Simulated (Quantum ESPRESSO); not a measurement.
# P (R-3m) in Quantum ESPRESSO: single point with PBEsol

Aim: the single point of P with PBEsol.

Everything below comes from runs of Quantum ESPRESSO 7.5. Logs are shortened: lines on timing, memory, paths and dates and some standing lists are left out, and cuts for length are marked.

## Step 1: The crystal as given

It takes space group R-3m (No. 166, trigonal). The conventional cell has a = 3.451 Å, b = 3.451 Å, c = 9.389 Å, α = 90.00°, β = 90.00°, γ = 120.00°. P (site symmetry 3m) has 3 P at 2.29 Å as nearest neighbours.

This isn't the form of P at room conditions, which is orthorhombic.

## Step 2: Single point, PBEsol

File run.py:

```python
import numpy as np
from ase.calculators.espresso import Espresso, EspressoProfile
from ase.io import read

atoms = read('POSCAR')

input_data = {
    'control': {'calculation': 'scf', 'prefix': 'pwscf', 'outdir': './tmp', 'tprnfor': True, 'tstress': True, 'disk_io': 'nowf'},
    'system': {'ecutwfc': 45.0, 'ecutrho': 360.0, 'nbnd': 10, 'occupations': 'smearing', 'smearing': 'fd', 'degauss': 0.00367493},
    'electrons': {'conv_thr': 4e-10, 'electron_maxstep': 120, 'mixing_beta': 0.5},
}
pseudopotentials = {'P': 'p_pbesol_v1.5.uspp.F.UPF'}
profile = EspressoProfile(command='mpirun -n 2 pw.x -nk 2', pseudo_dir='pseudo')
dft = Espresso(profile=profile, input_data=input_data, pseudopotentials=pseudopotentials, kpts=(9, 9, 9), koffset=(0, 0, 0))
atoms.calc = dft

print(f'energy {atoms.get_potential_energy():.8f} eV')
print('forces (eV/A)')
print(np.round(atoms.get_forces(), 6))
print('stress (eV/A^3, Voigt)')
print(np.round(atoms.get_stress(), 8))
print(f'Fermi level {dft.get_fermi_level():.4f} eV')
```

File POSCAR:

```
P
1.0
    1.7257251780      0.9963478961      3.1296800121
   -1.7257251780      0.9963478961      3.1296800121
    0.0000000000     -1.9926957921      3.1296800121
P
2
Direct
    0.7729197500      0.7729197500      0.7729197500
    0.2270802500      0.2270802500      0.2270802500
```

Potentials or basis: GBRV 1.5 PBEsol.

On the command line:

```console
$ OMP_NUM_THREADS=1 python run.py
```

Log:

```text
energy -421.24276896 eV
forces (eV/A)
[[ 0.       -0.       -0.267429]
 [-0.        0.        0.267429]]
stress (eV/A^3, Voigt)
[ 0.0075243   0.0075243   0.01852658 -0.          0.          0.        ]
Fermi level 10.1059 eV
```

espresso.pwi:

```text
&CONTROL
   calculation      = 'scf'
   tstress          = .true.
   tprnfor          = .true.
   outdir           = './tmp'
   prefix           = 'pwscf'
   disk_io          = 'nowf'
   pseudo_dir       = 'pseudo'
/
&SYSTEM
   nbnd             = 10
   ecutwfc          = 45.0
   ecutrho          = 360.0
   occupations      = 'smearing'
   degauss          = 0.00367493
   smearing         = 'fd'
   ntyp             = 1
   nat              = 2
   ibrav            = 0
/
&ELECTRONS
   electron_maxstep = 120
   conv_thr         = 4e-10
   mixing_beta      = 0.5
/
&IONS
/
&CELL
/
&FCP
/
&RISM
/
ATOMIC_SPECIES
P 30.973761998 p_pbesol_v1.5.uspp.F.UPF

K_POINTS automatic
9 9 9  0 0 0

CELL_PARAMETERS angstrom
1.72572517800000 0.99634789610000 3.12968001210000
-1.72572517800000 0.99634789610000 3.12968001210000
0.00000000000000 -1.99269579210000 3.12968001210000

ATOMIC_POSITIONS angstrom
P -0.0000000000 0.0000000001 7.2569744776  
P -0.0000000000 0.0000000000 2.1320655587
```

espresso.pwo:

```text
This program is part of the open-source Quantum ESPRESSO suite
     for quantum simulation of materials; please cite
         "P. Giannozzi et al., J. Phys.:Condens. Matter 21 395502 (2009);
         "P. Giannozzi et al., J. Phys.:Condens. Matter 29 465901 (2017);
         "P. Giannozzi et al., J. Chem. Phys. 152 154105 (2020);
     in publications or presentations arising from this work. More details at

Warning: card &CELL ignored
Warning: card &FCP ignored
Warning: card &RISM ignored

     Message from routine setup:
     using ibrav=0 with symmetry is DISCOURAGED, use correct ibrav instead

     K-points division:     npool     =       2
     Subspace diagonalization in iterative solution of the eigenvalue problem:
     a serial algorithm will be used

     G-vector sticks info
     --------------------
     sticks:   dense  smooth     PW     G-vecs:    dense   smooth      PW
     Sum        1163     571    195                25133     8857    1683

     Using Slab Decomposition

     bravais-lattice index     =            0
     lattice parameter (alat)  =       7.0113  a.u.
     unit-cell volume          =     217.8866 (a.u.)^3
     number of atoms/cell      =            2
     number of atomic types    =            1
     number of electrons       =        10.00
     number of Kohn-Sham states=           10
     kinetic-energy cutoff     =      45.0000  Ry
     charge density cutoff     =     360.0000  Ry
     scf convergence threshold =      4.0E-10
     mixing beta               =       0.5000
     number of iterations used =            8  plain     mixing
     Exchange-correlation= SLA  PW   PSX  PSC
                           (   1   4  10   8   0   0   0)

     celldm(1)=   7.011300  celldm(2)=   0.000000  celldm(3)=   0.000000
     celldm(4)=   0.000000  celldm(5)=   0.000000  celldm(6)=   0.000000

     crystal axes: (cart. coord. in units of alat)
               a(1) = (   0.465127   0.268541   0.843529 )
               a(2) = (  -0.465127   0.268541   0.843529 )
               a(3) = (   0.000000  -0.537083   0.843529 )

     reciprocal axes: (cart. coord. in units 2 pi/alat)
               b(1) = (  1.074974  0.620637  0.395165 )
               b(2) = ( -1.074974  0.620637  0.395165 )
               b(3) = (  0.000000 -1.241273  0.395165 )

     PseudoPot. # 1 for P  read from file:
     p_pbesol_v1.5.uspp.F.UPF
     Pseudo is Ultrasoft + core correction, Zval =  5.0
     Generated by new atomic code, or converted to UPF format
     Using radial grid of  903 points,  6 beta functions with:
                l(1) =   0
                l(2) =   0
                l(3) =   1
                l(4) =   1
                l(5) =   2
                l(6) =   2
     Q(r) pseudized with  8 coefficients,  rinner =    1.300   1.300   1.300
                                                       1.300   1.300

     atomic species   valence    mass     pseudopotential
     P                 5.00    30.97376     P ( 1.00)

     12 Sym. Ops., with inversion, found

   Cartesian axes

     site n.     atom                  positions (alat units)
         1        P      tau(   1) = (  -0.0000000   0.0000000   1.9559418  )
         2        P      tau(   2) = (  -0.0000000   0.0000000   0.5746466  )

     number of k points=    85  Fermi-Dirac smearing, width (Ry)=  0.0037
                       cart. coord. in units 2pi/alat
        k(    1) = (   0.0000000   0.0000000   0.0000000), wk =   0.0027435
        k(    2) = (   0.0000000  -0.1379193   0.0439072), wk =   0.0164609
        k(    3) = (   0.0000000  -0.2758385   0.0878144), wk =   0.0164609
        k(    4) = (   0.0000000  -0.4137578   0.1317217), wk =   0.0164609
        k(    5) = (   0.0000000  -0.5516770   0.1756289), wk =   0.0164609
        k(    6) = (  -0.1194416  -0.0689596   0.0878144), wk =   0.0164609
[... 77 lines left out ...]
        k(   84) = (   0.0000000  -0.0000000   0.5268867), wk =   0.0054870
        k(   85) = (   0.0000000   1.1033541   0.1756289), wk =   0.0164609

     Dense  grid:    25133 G-vectors     FFT dimensions: (  45,  45,  45)

     Smooth grid:     8857 G-vectors     FFT dimensions: (  30,  30,  30)

     Initial potential from superposition of free atoms

     starting charge       9.9997, renormalised to      10.0000
     Starting wfcs are    8 randomized atomic wfcs +    2 random wfcs

     Self-consistent Calculation

     iteration #  1     ecut=    45.00 Ry     beta= 0.50
     Davidson diagonalization with overlap
     ethr =  1.00E-02,  avg # of iterations =  6.8

     Threshold (ethr) on eigenvalues was too large:
     Diagonalizing with lowered threshold

     Davidson diagonalization with overlap
     ethr =  1.70E-04,  avg # of iterations =  3.2

     total energy              =     -30.96114001 Ry
     estimated scf accuracy    <       0.01739442 Ry

     iteration #  2     ecut=    45.00 Ry     beta= 0.50
     Davidson diagonalization with overlap
     ethr =  1.74E-04,  avg # of iterations =  1.0

     total energy              =     -30.96055693 Ry
     estimated scf accuracy    <       0.00372576 Ry

     iteration #  3     ecut=    45.00 Ry     beta= 0.50
     Davidson diagonalization with overlap
     ethr =  3.73E-05,  avg # of iterations =  1.9

     total energy              =     -30.96065536 Ry
     estimated scf accuracy    <       0.00001741 Ry

     iteration #  4     ecut=    45.00 Ry     beta= 0.50
     Davidson diagonalization with overlap
     c_bands:  1 eigenvalues not converged
     ethr =  1.74E-07,  avg # of iterations =  8.0

     total energy              =     -30.96077464 Ry
     estimated scf accuracy    <       0.00000053 Ry

     iteration #  5     ecut=    45.00 Ry     beta= 0.50
     Davidson diagonalization with overlap
     ethr =  5.25E-09,  avg # of iterations =  4.3

     total energy              =     -30.96077513 Ry
     estimated scf accuracy    <       0.00000005 Ry

     iteration #  6     ecut=    45.00 Ry     beta= 0.50
     Davidson diagonalization with overlap
     ethr =  4.92E-10,  avg # of iterations =  3.6

     total energy              =     -30.96077516 Ry
     estimated scf accuracy    <          6.7E-09 Ry

     iteration #  7     ecut=    45.00 Ry     beta= 0.50
     Davidson diagonalization with overlap
     ethr =  6.66E-11,  avg # of iterations =  3.0

     End of self-consistent calculation

          k = 0.0000 0.0000 0.0000 (  1129 PWs)   bands (ev):

    -6.4421   6.5111   6.9494   7.2092   7.2092  11.3753  12.7026  12.7026
    15.8216  15.8216

          k = 0.0000-0.1379 0.0439 (  1116 PWs)   bands (ev):

    -6.2417   4.9684   6.8596   7.0524   7.9741  11.8219  12.6501  12.7150
    14.7284  15.2142

          k = 0.0000-0.2758 0.0878 (  1106 PWs)   bands (ev):

    -5.6451   2.7700   6.6536   6.7224   8.6449  11.4855  11.9613  12.1017
    15.2375  15.7669

          k = 0.0000-0.4138 0.1317 (  1123 PWs)   bands (ev):

    -4.6699   0.5776   6.4259   6.6176   9.0820  10.6041  10.9917  11.1445
    16.5345  17.4781
[... 128 lines left out ...]
    -3.0401  -1.5442   5.3525   6.0926   8.6402  10.9373  10.9661  11.7133
    17.6120  20.0166

          k = 0.0000 0.5517-0.0439 (  1114 PWs)   bands (ev):

    -3.6167  -0.8151   5.8977   6.1667   7.9561  11.0611  11.2850  11.4688
    15.9328  20.5064

          k = 0.0000 0.4138-0.0000 (  1115 PWs)   bands (ev):

    -4.8177   1.1460   5.9591   7.1318   7.4150  10.8587  11.5078  12.3256
    15.2061  17.9877

          k = 0.0000 0.2758 0.0439 (  1109 PWs)   bands (ev):

    -5.6960   3.2858   6.2696   6.6121   8.2462  11.0655  11.8432  13.3245
    15.2357  16.0523

          k =-0.1194-0.0690 0.2195 (  1103 PWs)   bands (ev):

    -5.8545   3.1164   6.2784   6.5206   9.6908  11.2843  11.9021  12.8478
    15.2099  17.0276

          k =-0.1194-0.2069 0.2634 (  1113 PWs)   bands (ev):

    -5.3248   2.3408   4.8156   6.3375   9.0516  11.8593  12.0480  13.3699
    15.4164  16.8887

          k =-0.1194-0.3448 0.3074 (  1118 PWs)   bands (ev):

    -4.4284   0.9161   4.1245   5.6375   8.8378  11.2155  12.7170  14.3441
    14.7510  18.3864
[... 113 lines left out ...]
    -5.4862   1.8027   5.5883   7.3667  10.6383  10.7118  10.9764  12.9950
    15.9893  16.6464

          k = 0.0000-0.2758 0.3513 (  1110 PWs)   bands (ev):

    -4.7393   1.1248   3.8693   6.7967   9.4879  10.9621  11.7796  14.6000
    16.2979  16.5440

          k = 0.0000 0.8275-0.0000 (  1116 PWs)   bands (ev):

    -3.6735  -0.1607   3.3439   6.0829   8.3854  11.4812  12.0198  14.9525
    17.0236  18.0853

          k = 0.0000 0.6896 0.0439 (  1117 PWs)   bands (ev):

    -2.7274  -1.2968   3.8120   5.5697   7.4633  11.8789  12.1176  14.1146
    15.9512  19.9191

          k = 0.0000 0.5517 0.0878 (  1113 PWs)   bands (ev):

    -3.6019  -0.1614   4.8398   5.3552   6.6349  11.3116  12.9554  13.4775
    15.4109  20.5665

          k =-0.1194-0.0690 0.3513 (  1095 PWs)   bands (ev):

    -5.2719   1.2596   6.2317   6.4433   9.2285  11.5986  11.9844  12.6262
    15.6789  18.0146

          k =-0.1194-0.2069 0.3952 (  1100 PWs)   bands (ev):

    -4.6957   0.8800   4.4360   6.0009   9.0802  11.1573  13.2007  13.4122
    16.1553  18.4316

          k =-0.1194 0.8965 0.0439 (  1112 PWs)   bands (ev):

    -3.7983   0.3451   3.0654   5.0506   9.1793  10.7754  13.7194  14.8211
    16.5701  18.3221
[... 78 lines left out ...]
    -3.3749  -0.0307   2.7577   4.5876   8.7601  11.2912  13.8133  15.3814
    17.1847  18.0235

          k = 0.8361 0.4827-0.2195 (  1099 PWs)   bands (ev):

    -3.8480  -0.2330   3.6525   5.9066   7.9361  12.1452  12.7992  15.0860
    16.4337  19.1772

          k = 0.0000-0.0000 0.5269 (  1092 PWs)   bands (ev):

    -4.6031  -0.6312   7.2749   7.2749  10.0206  10.0206  10.1699  12.4302
    18.3963  19.0643

          k = 0.0000 1.1034 0.1756 (  1088 PWs)   bands (ev):

    -4.3372  -0.6448   5.7224   6.8294   9.2509  10.5994  11.5420  13.4575
    17.5201  18.8644

     the Fermi energy is    10.1059 ev

!    total energy              =     -30.96077517 Ry
     estimated scf accuracy    <          3.3E-11 Ry
     smearing contrib. (-TS)   =      -0.00018026 Ry
     internal energy E=F+TS    =     -30.96059491 Ry

     The total energy is F=E-TS. E is the sum of the following terms:
     one-electron contribution =       8.91822278 Ry
     hartree contribution      =       1.24105189 Ry
     xc contribution           =     -11.78037916 Ry
     ewald contribution        =     -29.33949042 Ry

     convergence has been achieved in   7 iterations

     Forces acting on atoms (cartesian axes, Ry/au):

     atom    1 type  1   force =     0.00000000   -0.00000000   -0.01040132
     atom    2 type  1   force =    -0.00000000    0.00000000    0.01040132

     Total force =     0.014710     Total SCF correction =     0.000001

     Computing stress (Cartesian axis) and pressure

          total   stress  (Ry/bohr**3)                   (kbar)     P=      -17.93
  -0.00008195  -0.00000000  -0.00000000          -12.06       -0.00       -0.00
   0.00000000  -0.00008195   0.00000000            0.00      -12.06        0.00
  -0.00000000   0.00000000  -0.00020178           -0.00        0.00      -29.68

=------------------------------------------------------------------------------=
   JOB DONE.
=------------------------------------------------------------------------------=
```

It took 9.1 s on 2 MPI ranks of Arm Neoverse V2, shared host; peak memory 0.2 GiB.

What came out:

* Free energy: -421.2428 eV
* Pressure: -1.8 GPa
* Largest force: 0.267 eV/Å
* Band gap on the k mesh: none (metal or under the smearing width)

Forces in eV/Å, atoms in the order of the input:
```
P    0.000  0.000 -0.267
P    0.000  0.000  0.267
```

## Step 3: For comparison

An earlier run on the cell as given: functional PBEsol; potentials or basis GBRV 1.5 PBEsol; cutoff 612 eV; density cutoff 4898 eV; k mesh 9 × 9 × 9; occupations fermi-dirac, width 0.05 eV; no spin polarisation.

* Pressure: -1.8 GPa
* Largest force: 0.267 eV/Å
* Band gap on the k mesh: none (metal or under the smearing width)
